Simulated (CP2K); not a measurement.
The system is MgO.

```
Mg O
1.0
     2.93802    0.00000    0.00000
    -1.46901    2.54440    0.00000
     0.00000    0.00000    2.67968
Mg O
1 1
Direct
  0.00000 0.00000 0.00000
  0.33333 0.66667 0.50000
```

Measurements of this composition are mostly on another form, of space group No. 225.

Base run:

* Program: CP2K 2026.2
* Functional: PBE
* Potentials or basis: POTENTIAL_UZH Mg GTH-PBE-q10, O GTH-PBE-q6; TZVP-MOLOPT-PBE-GTH basis
* Density cutoff: 19048 eV
* k mesh: 10 × 10 × 10
* Occupations: gaussian, width 0.1 eV
* Spin: no spin polarisation

Its results: band gap on the k mesh 3.01 eV, indirect (least direct gap 3.43 eV); pressure 3.0 GPa.

Problem. The run is repeated on the same cell with these changes: functional from PBE to RPBE; occupations from gaussian, width 0.1 eV to gaussian, width 0.02 eV. What comes out?

Solution. Band gap on the k mesh 3.16 eV, indirect (least direct gap 3.58 eV); pressure 6.8 GPa.

Caveats: the basis of atomic orbitals isn't converged, which shifts pressures, moduli and gaps; the potentials were made for another functional, which shifts forces and pressure (some runs).

A k mesh can miss the band edges.
